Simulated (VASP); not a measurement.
ZnSe (Stilleite), 2 atoms in the cell. Symmetry: F-43m, No. 216, cubic system. The conventional cell has a = 5.261 Å, b = 5.261 Å, c = 5.261 Å, α = 90.00°, β = 90.00°, γ = 90.00°. Around Se (site symmetry -43m) lie 4 Zn at 2.28 Å. Zn (site symmetry -43m) has 4 Se at 2.28 Å as nearest neighbours.  The cell isn't the ideal one: volume scaled by 0.8.

- Program: VASP 6.6.1
- Task: band structure
- Functional: PBE
- Dispersion: D2
- Potentials or basis: VASP PAW PBE potentials, release 64 (Se, Zn)
- Cutoff: 500 eV
- k mesh: 8 × 8 × 8
- Occupations: fermi-dirac, width 0.05 eV
- Spin: no spin polarisation
- Further INCAR settings: ALGO = Normal; EDIFF = 1e-07; NBANDS = 16

Potentials or basis: VASP PAW PBE potentials, release 64 (Se, Zn).

Launch:

```sh
$ cat potpaw_PBE.64/Se/POTCAR potpaw_PBE.64/Zn/POTCAR > POTCAR
$ cp INCAR.step1 INCAR
$ cp KPOINTS.step1 KPOINTS
$ mpirun -np 1 vasp_std > vasp.out
$ cp INCAR.step2 INCAR
$ cp KPOINTS.step2 KPOINTS
$ mpirun -np 1 vasp_std > vasp.out
```

Hardware: 1 thread of AMD EPYC 9R45 (Zen 5) (shared host).

Question: Estimate the wall time of this run.

Answer: Run time: 29 s on 1 thread of AMD EPYC 9R45 (Zen 5) (shared host), peak memory 0.15 GiB. Counts: scf iterations 7, k points 100.
